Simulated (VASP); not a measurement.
**A VASP 6.6.1 single-point calculation on InAs**

INCAR

```
ISIF = 2
ENCUT = 520
LCHARG = .FALSE.
NSW = 0
LASPH = .TRUE.
GGA = PE
ISMEAR = -1
PREC = Accurate
IBRION = -1
LREAL = .FALSE.
EDIFF = 1E-7
SIGMA = 0.02
LWAVE = .FALSE.
NBANDS = 16
NELM = 55
```

KPOINTS

```
KPOINTS created by Atomic Simulation Environment
0
Gamma
12 12 12
0 0 0
```

POSCAR

```
In As
 1.0000000000000000
     0.0000000000000000    3.0240445682999999    3.0866526351000001
     3.0240445682999999    0.0000000000000000    3.0866526351000001
     3.0240445682999999    3.0240445682999999    0.0000000000000000
 In  As
   1   1
Cartesian
  0.0000000000000000  0.0000000000000000  0.0000000000000000
  1.5120222841500000  1.5120222841500000  1.5433263175500005
```

The recommended PBE PAW datasets give the neutral cell 18 valence electrons.

Command

```
mpirun -np 1 vasp_std
```

Problem. How does this run end, and what does it give?

Solution. It converged. Results: gap between bands v and c on the k mesh 0.00 eV; least direct gap on the k mesh 0.00 eV; pressure 2.6 GPa. Band v is the last that the valence electrons fill when counted band by band, and c is the next.

OSZICAR

```
N       E                     dE             d eps       ncg     rms          rms(c)
DAV:   1     0.113269724690E+03    0.11327E+03   -0.82891E+03  5224   0.121E+03
DAV:   2    -0.309388028744E+00   -0.11358E+03   -0.10883E+03  5720   0.293E+02
DAV:   3    -0.776979603625E+01   -0.74604E+01   -0.74255E+01  6760   0.747E+01
DAV:   4    -0.795648636059E+01   -0.18669E+00   -0.18665E+00  6584   0.132E+01
DAV:   5    -0.796475006916E+01   -0.82637E-02   -0.82636E-02  7728   0.236E+00    0.440E+00
DAV:   6    -0.771709553519E+01    0.24765E+00   -0.37309E-01  8248   0.101E+01    0.244E+00
DAV:   7    -0.769370022547E+01    0.23395E-01   -0.11197E-01  7208   0.291E+00    0.719E-01
DAV:   8    -0.769483889312E+01   -0.11387E-02   -0.13054E-02  6680   0.129E+00    0.185E-01
DAV:   9    -0.769544763495E+01   -0.60874E-03   -0.97645E-04  6728   0.270E-01    0.110E-01
DAV:  10    -0.769561003883E+01   -0.16240E-03   -0.19207E-04  6800   0.191E-01    0.605E-02
DAV:  11    -0.769565741375E+01   -0.47375E-04   -0.11294E-04  6344   0.116E-01    0.400E-02
DAV:  12    -0.769565794611E+01   -0.53236E-06   -0.63318E-06  6248   0.281E-02    0.721E-03
DAV:  13    -0.769565828419E+01   -0.33809E-06   -0.19187E-06  6448   0.743E-03    0.295E-03
DAV:  14    -0.769565830066E+01   -0.16464E-07   -0.11543E-07  6184   0.299E-03
   1 F= -.76956583E+01 E0= -.76956338E+01  d E =-.489675E-04
```

For comparison, a separate PBE run of the intended cell, on usual settings and not on those above, gives a gap of 0.00 eV on its mesh and a pressure of 2.6 GPa.
